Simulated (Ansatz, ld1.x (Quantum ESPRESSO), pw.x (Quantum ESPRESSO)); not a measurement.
What a changed setting does to a pw.x run (sc P)

Potential: norm-conserving Troullier–Martins (Kleinman–Bylander form), ld1.x (Quantum ESPRESSO) 7.5, PBE; core [Ne], reference 3s2 3p3; waves: 3p (bound): rc 1.80 bohr; 3d channel at 0.2 Ry: rc 1.75 bohr; 3s (bound): rc 1.55 bohr; local part: the s channel; core correction: none.

The reference run (k-mesh 13³, cutoffs 60/240 Ry, Fermi–Dirac 0.01 Ry, mixing_beta 0.4, conv_thr 1e-9, no spin) gives 0.31 GPa at 14.621 Å³/atom, where all-electron LAPW gives 0.27 GPa. This run, with its own iteration cap, changes k-mesh points per axis to 2.

```
&control
  calculation='scf', prefix='x', pseudo_dir='./', outdir='./tmp', tstress=.true., disk_io='none'
/
&system
  ibrav=0, nat=1, ntyp=1, ecutwfc=60, ecutrho=240, nbnd=9,
  occupations='smearing', smearing='fd', degauss=0.01
/
&electrons
  conv_thr=1e-09, mixing_beta=0.4, electron_maxstep=60
/
ATOMIC_SPECIES
P 1.0 P.UPF
CELL_PARAMETERS angstrom
  2.44526365 0.00000000 0.00000000
  0.00000000 2.44526365 0.00000000
  0.00000000 0.00000000 2.44526365
ATOMIC_POSITIONS crystal
P 0.0000 0.0000 0.0000
K_POINTS automatic
2 2 2 0 0 0
```

```bash
pw.x < P.scf.in > P.scf.out
```

Q: How does the run end?

A: It converges in 7 iterations; the free energy moves by -1.63 eV/atom and the pressure by +28.60 GPa.

```
Message from routine setup:
     using ibrav=0 with symmetry is DISCOURAGED, use correct ibrav instead
     lattice parameter (alat)  =       4.6209  a.u.
     unit-cell volume          =      98.6674 (a.u.)^3
     number of electrons       =         5.00
     number of Kohn-Sham states=            9
     kinetic-energy cutoff     =      60.0000  Ry
     charge density cutoff     =     240.0000  Ry
     scf convergence threshold =      1.0E-09
     Exchange-correlation= PBE
     number of k points=     4  Fermi-Dirac smearing, width (Ry)=  0.0100
     iteration #  1     ecut=    60.00 Ry     beta= 0.40
     total energy              =     -13.30947385 Ry
     estimated scf accuracy    <       0.01368147 Ry
     iteration #  2     ecut=    60.00 Ry     beta= 0.40
     total energy              =     -13.30941044 Ry
     estimated scf accuracy    <       0.00441184 Ry
     iteration #  3     ecut=    60.00 Ry     beta= 0.40
     total energy              =     -13.30956671 Ry
     estimated scf accuracy    <       0.00003834 Ry
     iteration #  4     ecut=    60.00 Ry     beta= 0.40
     total energy              =     -13.30957033 Ry
     estimated scf accuracy    <       0.00000189 Ry
     iteration #  5     ecut=    60.00 Ry     beta= 0.40
     total energy              =     -13.30957049 Ry
     estimated scf accuracy    <       0.00000003 Ry
     iteration #  6     ecut=    60.00 Ry     beta= 0.40
     total energy              =     -13.30957049 Ry
     estimated scf accuracy    <          2.7E-09 Ry
     iteration #  7     ecut=    60.00 Ry     beta= 0.40
     the Fermi energy is    10.7240 ev
!    total energy              =     -13.30957049 Ry
     estimated scf accuracy    <          2.1E-11 Ry
     smearing contrib. (-TS)   =      -0.00000902 Ry
     The total energy is F=E-TS. E is the sum of the following terms:
     one-electron contribution =       4.99292116 Ry
     hartree contribution      =       0.50727448 Ry
     xc contribution           =      -3.45933502 Ry
     ewald contribution        =     -15.35042210 Ry
     convergence has been achieved in   7 iterations
          total   stress  (Ry/bohr**3)                   (kbar)     P=      289.10
     Message from routine punch:
     Nothing written, as per user request (disk_io='none')
```

The run took about 0.4 s on one core of a shared host (Neoverse-V2, 96 threads, 742 GiB, load 61).
